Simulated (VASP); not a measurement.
# AlAs in VASP: a series of runs, part 3 of 4

VASP 6.6.1. The steps go on from the part before.

### 4 Work function, PBE

Input file INCAR:

```
  ALGO = Fast
  DIPOL = 0.5 0.5 0.500
  EDIFF = 1E-6
  EFIELD = 0.3
  ENCUT = 520
  GGA = PE
  IDIPOL = 3
  ISIF = 2
  ISMEAR = -1
  LASPH = T
  LCHARG = F
  LDIPOL = T
  LREAL = F
  LVACPOTAV = T
  LVHAR = T
  LWAVE = F
  NELM = 80
  PREC = Accurate
  SIGMA = 0.05
```

Input file KPOINTS:

```
k-points
0
Gamma
  8 8 1
```

Input file POSCAR:

```
AlAs
1.0
    4.0027900669      0.0000000000      0.0000000000
   -2.0013950335      3.4665178840      0.0000000000
    0.0000000000      0.0000000000     25.6218593124
As Al
4 4
Direct
    0.0000000000      0.0000000000      0.2927188034
    0.3333333333      0.6666666667      0.4202764629
    0.6666666667      0.3333333333      0.5478341223
    0.0000000000      0.0000000000      0.6753917817
    0.3333333333      0.6666666667      0.3246082183
    0.6666666667      0.3333333333      0.4521658777
    0.0000000000      0.0000000000      0.5797235371
    0.3333333333      0.6666666667      0.7072811966
```

Potentials or basis: VASP PAW PBE potentials, release 64 (As, Al).

Command:

```bash
> cat potpaw_PBE.64/As/POTCAR potpaw_PBE.64/Al/POTCAR > POTCAR
> mpirun -np 1 vasp_std > vasp.out
```

OUTCAR:

```text
EDIFF = 1E-6
   ENCUT = 520
   GGA = PE
   ISIF = 2
   ISMEAR = -1
   LASPH = T
   LREAL = F
   NELM = 80
   PREC = Accurate

 ion  position               nearest neighbor table
   1  0.000  0.000  0.293-   5 2.45   5 2.45   5 2.45
   2  0.333  0.667  0.420-   6 2.45   6 2.45   6 2.45   5 2.45
   3  0.667  0.333  0.548-   7 2.45   7 2.45   7 2.45   6 2.45
   4  0.000  0.000  0.675-   8 2.45   8 2.45   8 2.45   7 2.45
   5  0.333  0.667  0.325-   1 2.45   1 2.45   1 2.45   2 2.45
   6  0.667  0.333  0.452-   2 2.45   2 2.45   2 2.45   3 2.45
   7  0.000  0.000  0.580-   3 2.45   3 2.45   3 2.45   4 2.45
   8  0.333  0.667  0.707-   4 2.45   4 2.45   4 2.45

  LATTYP: Found a hexagonal cell.
 ALAT       =     4.0027900669
 C/A-ratio  =     6.4010000235

  Lattice vectors:

 A1 = (   4.0027900669,   0.0000000000,   0.0000000000)
 A2 = (  -2.0013950335,   3.4665178840,   0.0000000000)
 A3 = (   0.0000000000,   0.0000000000,  25.6218593124)

Analysis of symmetry for initial positions (statically):
=====================================================================
 Subroutine PRICEL returns:
 Original cell was already a primitive cell.

 Routine SETGRP: Setting up the symmetry group for a
 hexagonal supercell.

 Subroutine GETGRP returns: Found  6 space group operations
 (whereof  6 operations were pure point group operations)
 out of a pool of 24 trial point group operations.

The static configuration has the point symmetry C_3v.

Analysis of symmetry for dynamics (positions and initial velocities):
=====================================================================
 An external electric field (EFIELD) may reduce the allowed symmetry operations
 Subroutine PRICEL returns:
 Original cell was already a primitive cell.

 Routine SETGRP: Setting up the symmetry group for a
 hexagonal supercell.

 Subroutine GETGRP returns: Found  6 space group operations
 (whereof  6 operations were pure point group operations)
 out of a pool of 24 trial point group operations.

The dynamic configuration has the point symmetry C_3v.

 Subroutine INISYM returns: Found  6 space group operations
 (whereof  6 operations are pure point group operations),
 and found     1 'primitive' translations

----------------------------------------------------------------------------------------

                                     Primitive cell

  volume of cell :     355.5223

  direct lattice vectors                    reciprocal lattice vectors
     4.002790067  0.000000000  0.000000000     0.249825742  0.144236960  0.000000000
    -2.001395034  3.466517884  0.000000000     0.000000000  0.288473919  0.000000000
     0.000000000  0.000000000 25.621859312     0.000000000  0.000000000  0.039029174

  length of vectors
     4.002790067  4.002790067 25.621859312     0.288473919  0.288473919  0.039029174

  position of ions in fractional coordinates (direct lattice)
     0.000000000  0.000000000  0.292718803
[... 50 lines left out ...]
  0.375000 -0.000000  0.000000      6.000000
  0.500000  0.000000  0.000000      3.000000
  0.125000  0.125000  0.000000      6.000000
  0.250000  0.125000  0.000000     12.000000
  0.375000  0.125000  0.000000     12.000000
  0.250000  0.250000  0.000000      6.000000
  0.375000  0.250000  0.000000      6.000000
   k-points           NKPTS =     10   k-points in BZ     NKDIM =     10   number of bands    NBANDS=     21
   number of dos      NEDOS =    301   number of ions     NIONS =      8
   total plane-waves  NPLWV = 172800
   dimension x,y,z NGX =    30 NGY =   30 NGZ =  192
   dimension x,y,z NGXF=    60 NGYF=   60 NGZF=  384
   ions per type =               4   4
   NGX,Y,Z   is equivalent  to a cutoff of  12.46, 12.46, 12.46 a.u.
   NGXF,Y,Z  is equivalent  to a cutoff of  24.92, 24.92, 24.92 a.u.
 SYSTEM =  unknown system
   PREC   = accura    normal or accurate (medium, high low for compatibility)
   ISTART =      0    job   : 0-new  1-cont  2-samecut
   ICHARG =      2    charge: 1-file 2-atom 10-const
   ISPIN  =      1    spin polarized calculation?
   LNONCOLLINEAR =      F non collinear calculations
   LSORBIT =      F    spin-orbit coupling
   LASPH  =      T    aspherical Exc in radial PAW
   ENCUT  =  520.0 eV  38.22 Ry    6.18 a.u.   7.44  7.44 47.64*2*pi/ulx,y,z
   NELM   =     80;   NELMIN=  2; NELMDL= -5     # of ELM steps
   EDIFF  = 0.1E-05   stopping-criterion for ELM
   LREAL  =      F    real-space projection
   EDIFFG = 0.1E-04   stopping-criterion for IOM
   NSW    =      0    number of steps for IOM
   IBRION =     -1    ionic relax: 0-MD 1-quasi-New 2-CG
   NFREE  =      0    steps in history (QN), initial steepest desc. (CG)
   ISIF   =      2    stress and relaxation
   ISYM   =      2    0-nonsym 1-usesym 2-fastsym
   POTIM  = 0.5000    time-step for ionic-motion
   TEBEG  =    0.0;   TEEND  =   0.0 temperature during run
   PSTRESS=    0.0 pullay stress
   NELECT =      32.0000    total number of electrons
   NUPDOWN=      -1.0000    fix difference up-down
   EMIN   =  10.00;   EMAX   =-10.00  energy-range for DOS
   EFERMI =   0.00;   METHOD = LEGACY
   ISMEAR =    -1;   SIGMA  =   0.05  broadening in eV -4-tet -1-fermi 0-gaus
   EFERMI_NEDOS =   21; number of points for ismear=-14 and -15
   IALGO  =     68    algorithm
   IMIX   =      4    mixing-type and parameters
     AMIX     =   0.40;   BMIX     =  1.00
     AMIX_MAG =   1.60;   BMIX_MAG =  1.00
  volume/ion in A,a.u.               =      44.44       299.90
  Fermi-wavevector in a.u.,A,eV,Ry     =   0.733673  1.386441  7.323690  0.538276
  Thomas-Fermi vector in A             =   1.826439
   LORBIT       =      0    0 simple, 1 ext, 2 COOP (PROOUT), +10 PAW based schemes
   GGA     = PE    functional components
   LHFCALC =     F    Hartree Fock is set to
   AEXX    =    0.0000 exact exchange contribution
   IVDW    =     0    specifies the selected vdW correction
   LEPSILON=     F    determine dielectric tensor
   LRPA    =     F    only Hartree local field effects (RPA)
 non-spin polarized calculation
 RMM-DIIS sequential band-by-band and
  energy-cutoff  :      520.00
  volume of cell :      355.52
 maximum number of plane-waves:      9641
 NGX is ok and might be reduce to    30
   NGX = 15   NGY = 15   NGZ = 95

 dipolmoment           0.000000      0.000000     -0.013038 electrons x Angstroem

 number of electron      31.9999998 magnetization

 dipolmoment           0.000000      0.000000      0.142271 electrons x Angstroem

 Free energy of the ion-electron system (eV)
  ---------------------------------------------------
  ext. energy  EPLUGINS =         0.00000000
  ---------------------------------------------------
  free energy    TOTEN  =       -34.98798554 eV

  energy without entropy =      -34.91707678  energy(sigma->0) =      -34.95253116

 E-fermi :  -0.0937     XC(G=0):  -5.2273

 val. band max:       -0.1025219313   @ k =   0.1250   0.0000   0.0000
 cond. band min:      -0.0804847821   @ k =   0.3750   0.1250   0.0000
 fundamental gap:      0.0220371492
 Fermi energy:        -0.0936552486

 k-point     1 :       0.0000    0.0000    0.0000
  band No.  band energies     occupation
      1     -12.7994      2.00000
      2     -12.1507      2.00000
      3     -11.5209      2.00000
      4     -10.4951      2.00000
      5      -6.0586      2.00000
      6      -4.6255      2.00000
[... 229 lines left out ...]
     20       3.0861      0.00000
     21       3.5097      0.00000

------------------------ aborting loop because EDIFF is reached ----------------------------------------

  FORCE on cell =-STRESS in cart. coord.  units (eV):
  Direction    XX          YY          ZZ          XY          YZ          ZX
  --------------------------------------------------------------------------------------
  -------------------------------------------------------------------------------------
  Total        2.1931323      2.1931323      4.1094428     -0.0000000      0.0000000     -0.0000000
  in kB        9.8834485      9.8834485     18.5193878     -0.0000000      0.0000000     -0.0000000
  external PRESSURE =      12.7620949 kB  Pullay stress =       0.0000000 kB

 VOLUME and BASIS-vectors are now :
 -----------------------------------------------------------------------------
  energy-cutoff  :      520.00
  volume of cell :      355.52
      direct lattice vectors                 reciprocal lattice vectors
     4.002790067  0.000000000  0.000000000     0.249825742  0.144236960  0.000000000
    -2.001395034  3.466517884  0.000000000     0.000000000  0.288473919  0.000000000
     0.000000000  0.000000000 25.621859312     0.000000000  0.000000000  0.039029174

 POSITION                                       TOTAL-FORCE (eV/Angst)
 -----------------------------------------------------------------------------------
      0.00000      0.00000      7.50000        -0.000000     -0.000000     -0.078683
     -0.00000      2.31101     10.76826        -0.000000     -0.000000      0.511790
      2.00140      1.15551     14.03653        -0.000000     -0.000000      0.413770
      0.00000      0.00000     17.30479         0.000000     -0.000000      0.662843
     -0.00000      2.31101      8.31707        -0.000000      0.000000     -0.509071
      2.00140      1.15551     11.58533         0.000000      0.000000     -0.426450
      0.00000      0.00000     14.85359        -0.000000      0.000000     -0.475505
     -0.00000      2.31101     18.12186         0.000000     -0.000000     -0.098694
 -----------------------------------------------------------------------------------
    total drift:                                0.000001     -0.000001      0.000397

  FREE ENERGIE OF THE ION-ELECTRON SYSTEM (eV)
  ---------------------------------------------------
  free  energy   TOTEN  =       -34.9879855402 eV

  energy  without entropy=      -34.9170767846  energy(sigma->0) =      -34.95253116
```

Wall time 3.1 min (1 thread of Intel Xeon Platinum 8488C (Sapphire Rapids), shared host); peak memory 0.43 GiB.

What came out:

- Free energy: -34.9880 eV
- Largest force: 0.663 eV/Å
- Band gap on the k mesh: none (metal or under the smearing width)

Forces on the atoms (eV/Å):
```
As   0.000  0.000 -0.079
As   0.000  0.000  0.512
As   0.000  0.000  0.414
As   0.000  0.000  0.663
Al   0.000  0.000 -0.509
Al   0.000  0.000 -0.426
Al   0.000  0.000 -0.476
Al   0.000  0.000 -0.099
```

Levels at points of the mesh, in eV from the Fermi level:
```tsv
k point	band 14	band 15	band 16	band 17	band 18	band 19
(0.00, 0.00, 0.00)	-0.62	0.19	0.19	0.28	1.26	1.81
(0.50, 0.00, 0.00)	-1.78	-0.87	-0.35	0.05	0.93	1.73
```

### 5 Work function, PBE

Input file INCAR:

```
PREC     = Accurate       # precision mode
ENCUT    = 520            # plane-wave cutoff, eV
EDIFF    = 1E-6           # SCF threshold, eV
ISMEAR   = -1             # smearing method
SIGMA    = 0.05           # smearing width, eV
LREAL    = False          # projectors in reciprocal space
LASPH    = True           # aspherical terms in the spheres
NELM     = 80             # most SCF steps
ALGO     = Fast           # electronic algorithm
ISIF     = 2              # what is computed and relaxed
LWAVE    = False          # write WAVECAR
LCHARG   = False          # write CHGCAR
LDIPOL   = True         
IDIPOL   = 3            
DIPOL    = 0.5 0.5 0.500
GGA      = PE             # functional
EFIELD   = -0.3         
LVHAR    = True         
LVACPOTAV= True         
ADDGRID  = True
```

Input file KPOINTS:

```
regular mesh
0
Gamma
  4 4 1
```

POSCAR is that of step 4.

Potentials or basis: VASP PAW PBE potentials, release 64 (As, Al).

Command:

```bash
> cat potpaw_PBE.64/As/POTCAR potpaw_PBE.64/Al/POTCAR > POTCAR
> mpirun -np 1 vasp_std > vasp.out
```

OUTCAR:

```text
PREC = Accurate
   ENCUT = 520
   EDIFF = 1E-6
   ISMEAR = -1
   LREAL = False
   LASPH = True
   NELM = 80
   ISIF = 2
   GGA = PE

 ion  position               nearest neighbor table
   1  0.000  0.000  0.293-   5 2.45   5 2.45   5 2.45
   2  0.333  0.667  0.420-   6 2.45   6 2.45   6 2.45   5 2.45
   3  0.667  0.333  0.548-   7 2.45   7 2.45   7 2.45   6 2.45
   4  0.000  0.000  0.675-   8 2.45   8 2.45   8 2.45   7 2.45
   5  0.333  0.667  0.325-   1 2.45   1 2.45   1 2.45   2 2.45
   6  0.667  0.333  0.452-   2 2.45   2 2.45   2 2.45   3 2.45
   7  0.000  0.000  0.580-   3 2.45   3 2.45   3 2.45   4 2.45
   8  0.333  0.667  0.707-   4 2.45   4 2.45   4 2.45

  LATTYP: Found a hexagonal cell.
 ALAT       =     4.0027900669
 C/A-ratio  =     6.4010000235

  Lattice vectors:

 A1 = (   4.0027900669,   0.0000000000,   0.0000000000)
 A2 = (  -2.0013950335,   3.4665178840,   0.0000000000)
 A3 = (   0.0000000000,   0.0000000000,  25.6218593124)

Analysis of symmetry for initial positions (statically):
=====================================================================
 Subroutine PRICEL returns:
 Original cell was already a primitive cell.

 Routine SETGRP: Setting up the symmetry group for a
 hexagonal supercell.

 Subroutine GETGRP returns: Found  6 space group operations
 (whereof  6 operations were pure point group operations)
 out of a pool of 24 trial point group operations.

The static configuration has the point symmetry C_3v.

Analysis of symmetry for dynamics (positions and initial velocities):
=====================================================================
 An external electric field (EFIELD) may reduce the allowed symmetry operations
 Subroutine PRICEL returns:
 Original cell was already a primitive cell.

 Routine SETGRP: Setting up the symmetry group for a
 hexagonal supercell.

 Subroutine GETGRP returns: Found  6 space group operations
[... 119 lines left out ...]
   GGA     = PE    functional components
   LHFCALC =     F    Hartree Fock is set to
   AEXX    =    0.0000 exact exchange contribution
   IVDW    =     0    specifies the selected vdW correction
   LEPSILON=     F    determine dielectric tensor
   LRPA    =     F    only Hartree local field effects (RPA)
 non-spin polarized calculation
 RMM-DIIS sequential band-by-band and
  energy-cutoff  :      520.00
  volume of cell :      355.52
 maximum number of plane-waves:      9641
 NGX is ok and might be reduce to    30
   NGX = 15   NGY = 15   NGZ = 95

 number of electron      32.0000000 magnetization

 dipolmoment           0.000000      0.000000     -0.495934 electrons x Angstroem

 Free energy of the ion-electron system (eV)
  ---------------------------------------------------
  ext. energy  EPLUGINS =         0.00000000
  ---------------------------------------------------
  free energy    TOTEN  =       -34.92994975 eV

  energy without entropy =      -34.88732335  energy(sigma->0) =      -34.90863655

 E-fermi :   0.0273     XC(G=0):  -5.1968

 val. band max:       -0.1268554417   @ k =   0.2500   0.2500   0.0000
 cond. band min:       0.0447183564   @ k =   0.5000   0.0000   0.0000
 fundamental gap:      0.1715737981
 Fermi energy:         0.0273474707

 k-point     1 :       0.0000    0.0000    0.0000
  band No.  band energies     occupation
      1     -12.7043      2.00000
      2     -12.0125      2.00000
      3     -11.3755      2.00000
      4     -10.4409      2.00000
      5      -5.9456      2.00000
      6      -4.5032      2.00000
[... 85 lines left out ...]
     20       3.5683      0.00000
     21       5.8740      0.00000

------------------------ aborting loop because EDIFF is reached ----------------------------------------

  FORCE on cell =-STRESS in cart. coord.  units (eV):
  Direction    XX          YY          ZZ          XY          YZ          ZX
  --------------------------------------------------------------------------------------
  -------------------------------------------------------------------------------------
  Total        2.6510362      2.6510362      3.5513248     -0.0000000      0.0000000      0.0000000
  in kB       11.9470132     11.9470132     16.0042040     -0.0000000      0.0000000      0.0000000
  external PRESSURE =      13.2994102 kB  Pullay stress =       0.0000000 kB

 VOLUME and BASIS-vectors are now :
 -----------------------------------------------------------------------------
  energy-cutoff  :      520.00
  volume of cell :      355.52
      direct lattice vectors                 reciprocal lattice vectors
     4.002790067  0.000000000  0.000000000     0.249825742  0.144236960  0.000000000
    -2.001395034  3.466517884  0.000000000     0.000000000  0.288473919  0.000000000
     0.000000000  0.000000000 25.621859312     0.000000000  0.000000000  0.039029174

 POSITION                                       TOTAL-FORCE (eV/Angst)
 -----------------------------------------------------------------------------------
      0.00000      0.00000      7.50000         0.000000     -0.000000     -0.271444
     -0.00000      2.31101     10.76826         0.000000     -0.000000      0.491988
      2.00140      1.15551     14.03653         0.000000     -0.000000      0.404941
      0.00000      0.00000     17.30479         0.000000     -0.000000      0.725952
     -0.00000      2.31101      8.31707         0.000000     -0.000000     -0.245257
      2.00140      1.15551     11.58533        -0.000000      0.000000     -0.396230
      0.00000      0.00000     14.85359        -0.000000      0.000000     -0.497692
     -0.00000      2.31101     18.12186        -0.000000      0.000000     -0.212257
 -----------------------------------------------------------------------------------
    total drift:                                0.000001     -0.000001     -0.000185

  FREE ENERGIE OF THE ION-ELECTRON SYSTEM (eV)
  ---------------------------------------------------
  free  energy   TOTEN  =       -34.9299497507 eV

  energy  without entropy=      -34.8873233496  energy(sigma->0) =      -34.90863655
```

Wall time 100 s (1 thread of Intel Xeon Platinum 8488C (Sapphire Rapids), shared host); peak memory 0.66 GiB.

The run converged, but some of its settings lie outside the range that counts as converged (typed here: ADDGRID = yes; k = 4 × 4 × 1), so its numbers aren't taken as properties of the slab.

Results:

- Free energy: -34.9299 eV
- Largest force: 0.726 eV/Å
- Band gap on the k mesh: none (metal or under the smearing width)

Caveat: the k mesh is coarse (spacing up to 0.45 Å⁻¹), so the values aren't converged.

(Part 3 of 4 ends here.)
